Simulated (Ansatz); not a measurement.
**Relaxing Ni**

Theory: DFT PBE, scalar-relativistic, plane waves, PAW (Ansatz 0.2.0). Cutoff 420 eV, Γ-centred k mesh, Gaussian smearing, collinear spin, first started from parallel moments.

The start puts Ni on the alpha-boron structure type (R-3m, No. 166), at a guessed volume.

```yaml
crystal:
  lattice:
    - [2.84019, 1.63979, 4.84367]
    - [-2.84019, 1.63979, 4.84367]
    - [0.00000, -3.27957, 4.84367]
  atoms:
    - { symbol: Ni, position: [0.01019, 0.65361, 0.01019] }
    - { symbol: Ni, position: [0.01019, 0.01019, 0.65361] }
    - { symbol: Ni, position: [0.65361, 0.01019, 0.01019] }
    - { symbol: Ni, position: [0.98981, 0.34639, 0.98981] }
    - { symbol: Ni, position: [0.34639, 0.98981, 0.98981] }
    - { symbol: Ni, position: [0.98981, 0.98981, 0.34639] }
    - { symbol: Ni, position: [0.22118, 0.63060, 0.22118] }
    - { symbol: Ni, position: [0.22118, 0.22118, 0.63060] }
    - { symbol: Ni, position: [0.63060, 0.22118, 0.22118] }
    - { symbol: Ni, position: [0.77882, 0.36940, 0.77882] }
    - { symbol: Ni, position: [0.36940, 0.77882, 0.77882] }
    - { symbol: Ni, position: [0.77882, 0.77882, 0.36940] }
```

Cell and atoms relax at zero pressure; the relaxation can't lower the symmetry of the start. After a coarse first stage the cell is made exact in the group found at 0.06 Å.

Energies count from the standard state of Ni at the same level.

(1) Which crystal results?

(2) What are its volume, energy, gap and moment?

Results:

(1) It keeps R-3m (No. 166), but not the shape of the type it started on. Conventional cell: a = 4.821 Å, c = 23.911 Å. Ni on Wyckoff site h (6 atoms of the primitive cell) has 7 Ni at 2.29–2.47 Å; Ni on Wyckoff site h (6 atoms of the primitive cell) has 8 Ni at 2.33–2.49 Å.

```cif
data_structure
_symmetry_space_group_name_H-M 'R-3m:H'
_symmetry_Int_Tables_number 166
_cell_length_a 4.8207
_cell_length_b 4.8207
_cell_length_c 23.9107
_cell_angle_alpha 90.000
_cell_angle_beta 90.000
_cell_angle_gamma 120.000
_cell_volume 481.22
loop_
_atom_site_label
_atom_site_type_symbol
_atom_site_symmetry_multiplicity
_atom_site_Wyckoff_symbol
_atom_site_fract_x
_atom_site_fract_y
_atom_site_fract_z
_atom_site_occupancy
Ni1 Ni 18 h 0.17111 0.82889 0.88127 1
Ni2 Ni 18 h 0.50543 0.49457 0.70631 1
```

(2) The volume per atom is 13.37 Å³ and the density is 7.29 g/cm³. The energy over the standard structure is 0.58 eV/atom. The gap on the 9×9×9 mesh is 0 eV (a metal) and the net moment per atom is 0.72 μB. The largest site moment is 0.76 μB.

The final run used a 9×9×9 mesh on its 12-atom cell and 0.10 eV smearing. For metals, differences of a few meV/atom aren't resolved. Symmetry constrained the relaxation, so the result can be a saddle point. The steps took about 2.9 core-hours in all.

This form isn't the element's structure at ambient conditions.